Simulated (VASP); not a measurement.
Zn, 1 atom in the cell. Symmetry: I4/mmm, No. 139, tetragonal system. The conventional cell has a = 2.695 Å, b = 2.695 Å, c = 3.930 Å, α = 90.00°, β = 90.00°, γ = 90.00°. Zn (site symmetry 4/mmm) has 12 Zn at 2.70 to 2.74 Å as nearest neighbours. This isn't the form of Zn at room conditions, which is hcp. The cell isn't the ideal one: strain -0.0300 x Voigt [1, 1, 0, 0, 0, 0], atoms carried along.

- Program: VASP 6.6.1
- Task: single point
- Functional: PBE
- Potentials or basis: VASP PAW PBE potentials, release 64 (Zn)
- Cutoff: 520 eV
- k mesh: 20 × 20 × 20
- Occupations: gaussian, width 0.15 eV
- Spin: no spin polarisation
- Dipole correction: no
- Further INCAR settings: ALGO = Fast; EDIFF = 1e-06; NBANDS = 12

Potentials or basis: VASP PAW PBE potentials, release 64 (Zn).

Run with:

```console
$ cat potpaw_PBE.64/Zn/POTCAR > POTCAR
$ mpirun -np 1 vasp_std > vasp.out
```

Hardware: 1 thread of Intel(R) Xeon(R) Platinum 8488C (Sapphire Rapids), on a shared host.

Question: How long does it take, and how much memory?

Answer: It took 46 s on 1 thread of Intel(R) Xeon(R) Platinum 8488C (Sapphire Rapids), with other jobs on the host, peak memory 0.21 GiB. Counts: scf iterations 11, k points 641.
